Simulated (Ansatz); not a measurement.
# Al: pressure and energy change per atom as volume scale varies

Results calculated with Ansatz 0.2.0, not measured. Plane-wave DFT, scalar-relativistic PAW made under PBE with cores redone for the functional, no dispersion; the given relaxed cell is scaled uniformly, energy at zero smearing counts from the unscaled cell, pressure at the given Fermi-Dirac smearing is positive in compression.

The cell before it is scaled or strained (space group Im-3m, No. 229):
```
CELL_PARAMETERS angstrom
-1.62620 1.62620 1.62620
1.62620 -1.62620 1.62620
1.62620 1.62620 -1.62620
ATOMIC_POSITIONS crystal
Al 0.00000 0.00000 0.00000
```

Settings of every row: spin polarised no; functional revPBE; wave cutoff 420 eV; smearing width 0.1 eV; k mesh 15x15x15.

Atom starting moment: 0 on all atoms.

Limits: the cell comes from a prototype or a list of computed structures and needn't be the stable phase.

```csv
row,volume scale,V (Å³/atom),pressure (GPa),energy change per atom (meV)
1,0.88,15.138,11.19,62.52
2,0.92,15.826,?,?
3,0.96,16.514,2.86,5.41
4,1.04,17.89,-2.51,6.04
5,1.08,18.578,-4.43,21.28
6,1.12,19.266,-5.96,43.89
```

Question: what pressure and energy change per atom should row 2 give?

Worked fit of pressure. Take u = (V_r/V)^(2/3) − 1 with V_r = 17.89 Å³ an atom, which is twice the finite (Eulerian) strain; such expansions in the strain, on which the Birch-Murnaghan equation of state is built, carry the rest volume and the bulk modulus. The shown rows have u = 0.11779, 0.0548, 0, -0.02484, -0.0482. Least squares give pressure = −2.535 + 83.903 × u + 276.24 × u² GPa; a straight line predicts inner rows, each left out in turn, worse (root mean square 0.93 against 0.054 GPa). The rows lie off it by 0.01, -0.03, 0.03, 0.02, -0.02. The pressure vanishes at u = 0.0277, or V = 17.17 Å³ an atom, and there the bulk modulus at fixed shape and fractions is B = −V dP/dV = (2/3)(1 + u) dP/du = 68 GPa. The withheld row has u = 0.08516, so the fit gives −2.535 + 83.903 × (0.08516) + 276.24 × (0.08516)² = 6.61 GPa.

The calculation gave 6.57 GPa. The fit lies 0.04 GPa (0.23 % of the column's range) above it; its largest miss of a shown row is 0.03 GPa.

Worked fit of energy change per atom. Take u = (V_r/V)^(2/3) − 1 with V_r = 17.89 Å³ an atom, which is twice the finite (Eulerian) strain; such expansions in the strain, on which the Birch-Murnaghan equation of state is built, carry the rest volume and the bulk modulus. The shown rows have u = 0.11779, 0.0548, 0, -0.02484, -0.0482. Least squares give energy change per atom = 5.841 − 423.552 × u + 7675 × u² meV; a straight line predicts inner rows, each left out in turn, worse (root mean square 26 against 0.45 meV). The rows lie off it by 0.08, -0.27, 0.20, 0.18, -0.20 (root mean square 0.2 meV). The withheld row has u = 0.08516, so the fit gives 5.841 − 423.552 × (0.08516) + 7675 × (0.08516)² = 25.43 meV.

The calculation gave 25.07 meV. The fit lies 0.36 meV (1.4 % of the value, 0.63 % of the column's range) above it; its largest miss of a shown row is 0.27 meV.
